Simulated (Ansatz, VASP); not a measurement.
PtS2 in VASP and in Ansatz

```
CELL_PARAMETERS angstrom
3.54320 0.00000 0.00000
-1.77160 3.06850 0.00000
0.00000 0.00000 5.03880
ATOMIC_POSITIONS crystal
Pt 0.00000 0.00000 0.00000
S 0.66667 0.33333 0.77300
S 0.33333 0.66667 0.22700
```

Alike in both runs: functional LDA; k mesh 9 × 9 × 5; occupations fermi-dirac, width 0.05 eV; no spin polarisation.

|  | VASP | Ansatz |
| --- | --- | --- |
| version | VASP 6.6.1 | Ansatz 0.2.0 |
| potentials or method | VASP PAW LDA potentials, release 64 (Pt, S), cutoff 520 eV | all-electron LAPW, scalar-relativistic |
| task | single point | band structure |

Ansatz gave:

| Quantity | Value |
| --- | --- |
| gap on the k mesh at the Fermi level (eV) | 0.91 |
| least direct gap on the mesh (eV) | 0.96 |
| pressure (GPa) | 3.6 |
| largest component of the traceless stress (GPa) | 0.26 |
| rms of the force components (eV/Å) | 0.380 |

What did VASP give for the same quantities?

gap on the k mesh at the Fermi level (eV): 0.91; least direct gap on the mesh (eV): 0.96; pressure (GPa): 3.5; largest component of the traceless stress (GPa): 0.23; rms of the force components (eV/Å): 0.379.

Atom by atom the forces differ by 0.000 eV/Å (rms over components). Ansatz ran all-electron here, so the differences hold the error of VASP's frozen core and of both bases.

Caveats: spin-orbit coupling is left out, which moves the levels of the heavy elements; an odd mesh through Γ misses points on the zone boundary, where band edges often lie (VASP). As with any semilocal functional, this LDA gap is likely too small.
